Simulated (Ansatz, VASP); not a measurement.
## V in VASP and in Ansatz

INCAR

```
SYSTEM = V
PREC     = Accurate       ! precision mode
ENCUT    = 520            ! plane-wave cutoff, eV
EDIFF    = 1E-6           ! SCF threshold, eV
ISMEAR   = -1             ! smearing method
SIGMA    = 0.1            ! smearing width, eV
LREAL    = .False.        ! projectors in reciprocal space
LASPH    = .True.         ! aspherical terms in the spheres
NELM     = 80             ! most SCF steps
ALGO     = Normal         ! electronic algorithm
ISIF     = 2              ! what is computed and relaxed
LWAVE    = .False.        ! write WAVECAR
LCHARG   = .False.        ! write CHGCAR
GGA      = PS             ! functional
NBANDS   = 12             ! bands
```

KPOINTS

```
regular mesh
0
Gamma
  16 16 16
  0 0 0
```

File POSCAR:

```
V
1.0
    0.0000000000      1.9347079090      1.9347079090
    1.9347079090      0.0000000000      1.9347079090
    1.9347079090      1.9347079090      0.0000000000
V
1
Direct
    0.0000000000      0.0000000000      0.0000000000
```

Input for Ansatz:

```yaml
crystal:
  lattice:
    - [0.0, 1.934707909, 1.934707909]
    - [1.934707909, 0.0, 1.934707909]
    - [1.934707909, 1.934707909, 0.0]
  atoms:
    - { symbol: V, position: [0.0, 0.0, 0.0] }
hamiltonian:
  xc: pbesol
  pseudopotentials:
    kind: paw
    azcp:
      V: "pseudopotentials/V.paw.azcp"
basis:
  ecutwfc: 420
  fft_grid_basis: typed
kpoints:
  mp_grid: { grid: [16, 16, 16], shift: [0, 0, 0] }
magnetization:
  spin_polarized: false
scf:
  occupations: { method: fermi_dirac, width: 0.1 }
  lower_state_search: "off"
output:
  stress: true
```

Alike in both runs: task single point; functional PBEsol; k mesh 16 × 16 × 16; occupations fermi-dirac, width 0.1 eV; no spin polarisation.

|  | VASP | Ansatz |
| --- | --- | --- |
| version | VASP 6.6.1 | Ansatz 0.2.0 |
| potentials or method | VASP PAW PBE potentials, release 64 (V_sv) | plane waves (420 eV) with PAW, scalar-relativistic |
| plane-wave cutoff (eV) | 520 | 420 |
| valence electrons in the cell | 13 | 13 |

```tsv
	VASP	Ansatz	Ansatz less VASP
pressure (GPa)	-12.4	-12.6	-0.15
```

The functional is the same, so the differences come from potentials, cutoffs and numerics. Ansatz warned: «pseudo_functional_mismatch».

Caveats: the PAW data sets were made with another functional, which shifts forces and pressure a little (VASP).
